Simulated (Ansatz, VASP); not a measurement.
# Cross-check of CdS (Hawleyite) between VASP and Ansatz

One calculation is typed for both programs; each brings its own data sets and cutoff. How far apart do they land? The cell is taken from a series of VASP runs on this material, whose earlier steps may have relaxed, scaled or displaced it; both programs get it as it stands.

Main program and level: Ansatz 0.2.0; plane waves, with VASP 6.6.1 beside it; relaxation of cell and atoms at LDA and zone-centre phonons at LDA.

## (1) The structure

The structure is cubic, space group F-43m (No. 216). The conventional cell has a = 5.772 Å, b = 5.772 Å, c = 5.772 Å, α = 90.00°, β = 90.00°, γ = 90.00°. Nearest to Cd lie 4 S at 2.50 Å. Nearest to S lie 4 Cd at 2.50 Å. Farther neighbours and most contacts between anions are not listed.

## (2) Ansatz: relaxation of cell and atoms, LDA

Ansatz runs on its default PAW (the set named soft_2) files.

The relaxed volume is the usual yardstick between codes: its relative difference is about their pressure difference at one cell divided by the bulk modulus.

input.yaml reads:

```yaml
crystal:
  lattice:
    - [0.0, 2.8860921593, 2.8860921593]
    - [2.8860921593, 0.0, 2.8860921593]
    - [2.8860921593, 2.8860921593, 0.0]
  atoms:
    - { symbol: Cd, position: [0.0, 0.0, 0.0] }
    - { symbol: S, position: [0.75, 0.75, 0.75] }
hamiltonian:
  xc: lda
  pseudopotentials: { kind: paw }
kpoints:
  mp_grid: { grid: [6, 6, 6] }
scf:
  occupations: { method: gaussian, width: 0.03 }
relax:
  f_tol: 0.01
  max_steps: 60
  cell: { stress_tol: 0.05 }
output:
  forces: true
  stress: true
```

On the command line:

```
$ ansatz run input.yaml --threads 4 --pin off --max-ram 9216MiB --backend cpu --events-out ev --progress --plain --runs-dir out
```

Numbers of over 12 decimals in the logs are rounded to 6 here.

The program printed:

```text
Engine: ansatz 0.2.0, aarch64-unknown-linux-gnu
Pseudopotentials: kind: paw
Pseudopotential: Cd, paw, valence charge 20, recommended cutoff 420 eV (normal), Cd.paw.azcp
Pseudopotential: S, paw, valence charge 6, recommended cutoff 420 eV (normal), S.paw.azcp
Functional definition: SPW92
  exchange = slater_x
  correlation = pw_c
Crystal: 2 atoms, lattice volume = 48.080 Å³
Basis set: ecut = 420 eV, 941 PW (Γ)
Bands: 17, of which v1, the nominal top of the filled ones, is band 13 counted from 1 (12 counted from 0)
Symmetry: 24 space group operations
Space group: F-43m (ITA 216), of the structure as read, at distance tolerance 3.6e-5 Å
k-points: 16 of 216 (time reversal used)
Non-local potential: Cd, projectors of the file, l = 0: 3, l = 1: 2, l = 2: 2, l = 3: 1
Non-local potential: S, projectors of the file, l = 0: 2, l = 1: 2, l = 2: 2
PAW form: soft (Blöchl's): semilocal exchange-correlation on the pseudo side does not see the compensation charge
PAW frozen core: Cd, regenerated for the run's functional, and the local potential with it (the file was generated under x = pbe(κ = 0.804, μ = 0.219515), c = pbe(β = 0.066725))
PAW frozen core: S, regenerated for the run's functional, and the local potential with it (the file was generated under x = pbe(κ = 0.804, μ = 0.219515), c = pbe(β = 0.066725))
PAW one-centre angular grid: Cd, 590 points (default); XC on 64 Gauss nodes
PAW one-centre angular grid: S, 110 points (default); XC on 64 Gauss nodes
Initial density: superposition of atomic densities (neutral atoms: chi_scale 0, normalization atom), corrected by the library's trained network
Initial wavefunctions: pseudopotential atomic-orbital guess
Functional: x = slater, c = lda
SCF iter   1: F=—  HF=-8988.651505 eV  |F-HF|=—  |Δ(HF+E_count)|=         —  Δρ=8.36e-3  dr2=3.19e-2  ethr=1.77e-3  ⟨swp⟩=5.7  Hψ=1347  notcnv=0
preconditioner: auto → none  [insulator: Δε(μ)=0.833 eV  Ē_g=12.276 eV  σ=0.030 eV  W_gap=1.00  n_scr=14 (ndim 8)  ℏωp=22.7 eV  f_vac=0.124  D(μ)=0.00/eV (n_scr^D=0)  ε∞_Penn≈4.4]
SCF iter   2: F=—  HF=-8988.641658 eV  |F-HF|=—  |Δ(HF+E_count)|=   9.85e-3  Δρ=2.56e-3  dr2=1.32e-3  ethr=1.23e-4  ⟨swp⟩=2.0  Hψ=592  notcnv=0
SCF iter   3: F=—  HF=-8988.641238 eV  |F-HF|=—  |Δ(HF+E_count)|=   4.20e-4  Δρ=1.13e-3  dr2=2.75e-4  ethr=5.07e-6  ⟨swp⟩=2.8  Hψ=473  notcnv=0
SCF iter   4: F=—  HF=-8988.641163 eV  |F-HF|=—  |Δ(HF+E_count)|=   7.54e-5  Δρ=1.87e-4  dr2=1.55e-5  ethr=1.06e-6  ⟨swp⟩=2.0  Hψ=422  notcnv=0
SCF iter   5: F=—  HF=-8988.641149 eV  |F-HF|=—  |Δ(HF+E_count)|=   1.38e-5  Δρ=3.15e-5  dr2=2.34e-7  ethr=5.96e-8  ⟨swp⟩=2.0  Hψ=400  notcnv=0
SCF iter   6: F=-8988.641149 eV  HF=-8988.641149 eV  |F-HF|=1.36e-8  |Δ(HF+E_count)|=   8.33e-8  Δρ=7.83e-6  dr2=1.76e-8  ethr=3.85e-10  ⟨swp⟩=4.0  Hψ=896  notcnv=0
SCF 1 converged in 6 iterations: F = -8988.641149 eV  dr2 = 1.76e-8
  greatest PAW one-centre occupation: 1.000 electrons in one spin orbital (limit 2), on the Cd atom at site 0 (counted from 0), in its partial waves of l = 0
relax step   1: F+E_penalty+E_count = -8988.64114884 eV  Δ(F+E_penalty+E_count) = +0.000e0 eV  max|allowed force component| = 1.434e-16 eV/Å  Δτ_max = 0.0000 Å  P = -0.532 GPa  Ω = 48.080 Å³  (6 SCF iters, dr2 threshold 1.00e-7 eV, accepted)
[...]
relax step   2: F+E_penalty+E_count = -8988.64182537 eV  Δ(F+E_penalty+E_count) = -6.765e-4 eV  max|allowed force component| = 6.939e-17 eV/Å  Δτ_max = 0.0000 Å  P = -0.020 GPa  Ω = 47.712 Å³  energy of the carried Pulay correction = +3.854e-5 eV  (4 SCF iters, dr2 threshold 2.00e-7 eV, accepted)
[...]
relax step   3: F+E_penalty+E_count = -8988.64178492 eV  Δ(F+E_penalty+E_count) = +4.045e-5 eV  max|allowed force component| = 5.146e-17 eV/Å  Δτ_max = 0.0000 Å  P = -0.019 GPa  Ω = 47.712 Å³  stress off target by 1.92e-2 GPa  SCF on the basis re-selected at this cell (its energy is not comparable with the rows above)  (5 SCF iters)
basis re-selected at this cell: Δ(F+E_penalty+E_count) = +4.045e-5 eV, ΔP = +0.001 GPa vs the last step (what re-selecting the basis moved, of the pressure what is left beyond the Pulay correction that the steps carried, after the strain that the cell walked since its last selection, with what the two solves' SCF thresholds leave and, on support functions, any second-order correction that the steps lacked; it is no m [...]
SCF converged after 5 iterations
Free energy (F): -8988.641785 eV
Harris-Foulkes:  -8988.641785 eV  (|F-HF|=0.00e0)
Internal energy: -8988.641785 eV  (E = F + TS)
E sigma→0 (E₀):  -8988.641785 eV
Fermi energy:    7.673169 eV
--- Per-component energies (eV) ---
  E_band       = -501.898751
  E_kinetic    = 612.878080
  E_local      = -3959.318425  (includes V_loc(G=0)·N_el)
  E_nonlocal   = 70.392608
  E_hartree    = 1815.134628
  E_xc         = -271.943113
  E_vxc        = -309.356368  (∫ρ·V_xc dr)
  E_paw        = -4516.216870  (= ΣΔE_a)
  E_vpaw       = -546.763874  (= ΣTr[D̂ρ^β])
  E_aug_tail   = 0.000013  (compensation charges beyond the density's cutoff)
  E_ewald      = -2740.488473
  E_core_change = 0.919766  (= ΣΔE_core)
  E_smearing   = -0.000000  (= −TS)
  E_closure    = 0.000000  (closes the sum)
  Σ components = -8988.641785   (vs F -8988.641785, Δ=0.00e0)
--- Forces (eV/Å), atoms counted from 1 ---
  atom   1  Cd    -0.00000000    -0.00000000     0.00000000
  atom   2  S      0.00000000    -0.00000000    -0.00000000
  max |Σ_I F_I| component: 7.29e-17 eV/Å
--- Stress (GPa, compression-positive) ---
       -0.019166       0.000000       0.000000
       -0.000000      -0.019166      -0.000000
        0.000000      -0.000000      -0.019166
  P = ⅓ Tr σ = -0.0192 GPa (-0.192 kbar)
--- Relaxed structure (2 steps of the walk, 2 accepted, 1 SCFs on fresh bases) ---
  F+E_penalty+E_count = -8988.64178492 eV   max|allowed force component| = 5.146e-17 eV/Å   (the final SCF, on the basis selected at the relaxed cell)
  cell:  # Å, volume = 47.7117 Å³
    - [0, 2.878712, 2.878712]
    - [2.878712, 0, 2.878712]
    - [2.878712, 2.878712, 0]
  atoms:
    - { symbol: Cd, position: [0, 0, 0] }
    - { symbol: S, position: [0.750000, 0.750000, 0.750000] }
```

Run time: 2 s. Hardware: 4 threads of Arm Neoverse N1, shared host; peak memory 0.31 GiB; 5.7 s of CPU time.

## (3) VASP: relaxation of cell and atoms, LDA

The same cell, functional (in two slightly different forms), mesh and smearing now go to VASP, with its own data sets and cutoff.

Lines of VASP's logs that name or quote its potential files are left out, and so is its time.

INCAR reads:

```
SYSTEM = CdS
PREC = Accurate
ENCUT = 500
EDIFF = 1E-07
NELM = 100
ISMEAR = 0
SIGMA = 0.03
LREAL = .FALSE.
ALGO = Normal
GGA = CA
NBANDS = 15
LORBIT = 11
LWAVE = .FALSE.
LCHARG = .FALSE.
KPAR = 4
IBRION = 2
NSW = 50
ISIF = 3
EDIFFG = -0.002
```

POSCAR reads:

```
CdS
1.0
    0.0000000000      2.8860921593      2.8860921593
    2.8860921593      0.0000000000      2.8860921593
    2.8860921593      2.8860921593      0.0000000000
Cd S
1 1
Direct
    0.0000000000      0.0000000000      0.0000000000
    0.7500000000      0.7500000000      0.7500000000
```

KPOINTS reads:

```
Automatic mesh
0
Gamma
6 6 6
0 0 0
```

Potentials, in the order of the species: Cd and S (LDA family, release 64).

On the command line:

```
$ mpirun -np 4 vasp_std
```

The program printed:

```text
[banner, memory and clock lines left out]
running    4 mpi-ranks, on    1 nodes
 distrk:  each k-point on    1 cores,    4 groups
 distr:  one band on    1 cores,    1 groups

 POSCAR found type information on POSCAR CdS
 POSCAR found :  2 types and       2 ions
 LDA part: xc-table for (Slater(with rela. corr.)+CA(PZ))
 , standard interpolation
 POSCAR, INCAR and KPOINTS ok, starting setup
 FFT: planning ... GRIDC
 FFT: planning ... GRID_SOFT
 FFT: planning ... GRID
 WAVECAR not read
 entering main loop
       N       E                     dE             d eps       ncg     rms          rms(c)
DAV:   1     0.108831922758E+03    0.10883E+03   -0.88667E+03   496   0.107E+03
DAV:   2    -0.353680156666E+01   -0.11237E+03   -0.10661E+03   550   0.269E+02
DAV:   3    -0.789448339462E+01   -0.43577E+01   -0.43436E+01   620   0.553E+01
DAV:   4    -0.792044292424E+01   -0.25960E-01   -0.25958E-01   571   0.421E+00
DAV:   5    -0.792079014395E+01   -0.34722E-03   -0.34722E-03   627   0.465E-01    0.867E+00
DAV:   6    -0.743635730044E+01    0.48443E+00   -0.81688E-01   705   0.127E+01    0.677E+00
DAV:   7    -0.740988566305E+01    0.26472E-01   -0.17026E-01   620   0.313E+00    0.314E+00
DAV:   8    -0.740489446269E+01    0.49912E-02   -0.18886E-02   494   0.183E+00    0.258E-01
DAV:   9    -0.740443371073E+01    0.46075E-03   -0.23103E-03   641   0.792E-01    0.515E-02
DAV:  10    -0.740441943645E+01    0.14274E-04   -0.19669E-04   543   0.183E-01    0.553E-02
DAV:  11    -0.740443029224E+01   -0.10856E-04   -0.40748E-05   578   0.658E-02    0.165E-02
DAV:  12    -0.740442567117E+01    0.46211E-05   -0.18894E-05   704   0.599E-02    0.634E-03
DAV:  13    -0.740442574787E+01   -0.76692E-07   -0.12847E-06   578   0.933E-03    0.174E-03
DAV:  14    -0.740442575088E+01   -0.30120E-08   -0.27143E-08   352   0.149E-03
   1 F= -.74044258E+01 E0= -.74044258E+01  d E =-.740443E+01
 curvature:   0.00 expect dE= 0.000E+00 dE for cont linesearch  0.000E+00
 trial: gam= 0.00000 g(F)=  0.760E-47 g(S)=  0.154E-06 ort = 0.000E+00 (trialstep = 0.100E+01)
 search vector abs. value=  0.154E-06
 reached required accuracy - stopping structural energy minimisation
```

Parts of OUTCAR (step 3):

```text
ion  position               nearest neighbor table
   1  0.000  0.000  0.000-   2 2.50   2 2.50   2 2.50   2 2.50
   2  0.750  0.750  0.750-   1 2.50   1 2.50   1 2.50   1 2.50

  LATTYP: Found a face centered cubic cell.
 ALAT       =     5.7721843186

 Subroutine GETGRP returns: Found 24 space group operations
 (whereof 24 operations were pure point group operations)

The static configuration has the point symmetry T_d .

 Found     16 irreducible k-points:

   k-points           NKPTS =     16   k-points in BZ     NKDIM =     16   number of bands    NBANDS=     15

   dimension x,y,z NGX =    30 NGY =   30 NGZ =   30
   dimension x,y,z NGXF=    60 NGYF=   60 NGZF=   60

   ENCUT  =  500.0 eV  36.75 Ry    6.06 a.u.   7.44  7.44  7.44*2*pi/ulx,y,z

   NELECT =      18.0000    total number of electrons

 k-points in reciprocal lattice and weights: Automatic mesh
   0.00000000  0.00000000  0.00000000       0.005
   0.16666667  0.00000000  0.00000000       0.037
   0.33333333  0.00000000  0.00000000       0.037
   0.50000000  0.00000000  0.00000000       0.019
   0.16666667  0.16666667  0.00000000       0.028
   0.33333333  0.16666667  0.00000000       0.111
   0.50000000  0.16666667  0.00000000       0.111
  -0.33333333  0.16666667  0.00000000       0.111
  -0.16666667  0.16666667  0.00000000       0.056
[...]
-0.33333333  0.33333333  0.16666667       0.111
  -0.33333333  0.50000000  0.16666667       0.056

 average (electrostatic) potential at core
       1 -39.9089       2 -89.6318

 E-fermi :   1.5794

 k-point     1 :       0.0000    0.0000    0.0000
  band No.  band energies     occupation
    ...
      5      -5.9659      2.00000
      6      -5.9659      2.00000
      7       1.4111      2.00000
      8       1.4111      2.00000
      9       1.4111      2.00000
     10       2.3693      0.00000
     11       7.7614      0.00000
     12       7.7614      0.00000
     13       7.7614      0.00000
     14      12.6603      0.00000
    ...

 k-point     2 :       0.1667    0.0000    0.0000
  band No.  band energies     occupation
    ...
      5      -5.9672      2.00000
      6      -5.9672      2.00000
      7      -0.2082      2.00000
      8       1.1868      2.00000
      9       1.1868      2.00000
     10       3.5860      0.00000
     11       7.4237      0.00000
     12       8.0966      0.00000
     13       8.0966      0.00000
     14      12.0289      0.00000
    ...

 k-point     3 :       0.3333    0.0000    0.0000
  band No.  band energies     occupation
    ...
      5      -5.9481      2.00000
      6      -5.9481      2.00000
      7      -2.2115      2.00000
      8       0.7819      2.00000
      9       0.7819      2.00000
     10       4.2165      0.00000
     11       7.9911      0.00000
     12       8.3328      0.00000
     13       8.3328      0.00000
     14      12.1864      0.00000
    ...

  Total       -0.0014592     -0.0014592     -0.0014592     -0.0000000     -0.0000000      0.0000000
  in kB       -0.0486256     -0.0486256     -0.0486256     -0.0000000     -0.0000000      0.0000000
  external PRESSURE =      -0.0486256 kB  Pullay stress =       0.0000000 kB

  energy-cutoff  :      500.00
  volume of cell :       48.08
      direct lattice vectors                 reciprocal lattice vectors
     0.000000000  2.886092159  2.886092159    -0.173244641  0.173244641  0.173244641
     2.886092159  0.000000000  2.886092159     0.173244641 -0.173244641  0.173244641
     2.886092159  2.886092159  0.000000000     0.173244641  0.173244641 -0.173244641

 POSITION                                       TOTAL-FORCE (eV/Angst)
 -----------------------------------------------------------------------------------
      0.00000      0.00000      0.00000        -0.000000     -0.000000      0.000000
      4.32914      4.32914      4.32914         0.000000      0.000000     -0.000000
 -----------------------------------------------------------------------------------
    total drift:                                0.000000      0.000000      0.000000

  FREE ENERGIE OF THE ION-ELECTRON SYSTEM (eV)
  ---------------------------------------------------
  free  energy   TOTEN  =        -7.4044257509 eV

  energy  without entropy=       -7.4044257509  energy(sigma->0) =       -7.40442575

 reached required accuracy - stopping structural energy minimisation

 total charge
# of ion       s       p       d       tot
------------------------------------------
    1        0.447   0.354   9.554  10.355
    2        1.322   2.391   0.000   3.713
--------------------------------------------------
tot          1.769   2.744   9.554  14.067

[... 3 further parts left out ...]
```

The run keeps the 24 symmetry operations of its start, so it cannot find a distortion of lower symmetry.

## (4) Differences

Known differences besides the potentials themselves: the two LDA forms differ slightly; both relaxations stop at a tolerance, which leaves soft axes loose, and VASP keeps its plane-wave basis; the data sets hold 26 valence electrons in Ansatz (default PAW (the set named soft_2) files) and 18 in VASP; the cutoff is 420 eV in Ansatz and 500 eV in VASP; VASP's log shows a relativistic correction to its local exchange, Ansatz's none; Ansatz adds a Pulay correction to the stress that steers its cell, VASP none. Total energies have different zeros and are not compared.

The two programs side by side:

```
                                         quantity  Ansatz   VASP  difference
                                      volume (Å³)   47.71  48.08     -0.77 %
edge a after relaxation, in the typed setting (Å)   4.071  4.082     -0.26 %
```

The walks stopped with -0.02 GPa left in Ansatz and 0.00 GPa in VASP; each walk ends within a tolerance, so the volume difference is uncertain by about these residues over the bulk modulus, most in soft cells.

[end of part 1 of 2]

[Lines on the potential files, build, host, timing and source positions are cut from VASP's logs without a mark.]

[Logs are printed without paths, hosts, clocks, repeated set-up lines and the standing remarks that a program may print on its own settings, such as how far it seeks lower states.]

[Hosts, paths, dates, database ids (printed as entryN), source tags and the programs' standing remarks are cut or masked in the printed files.]
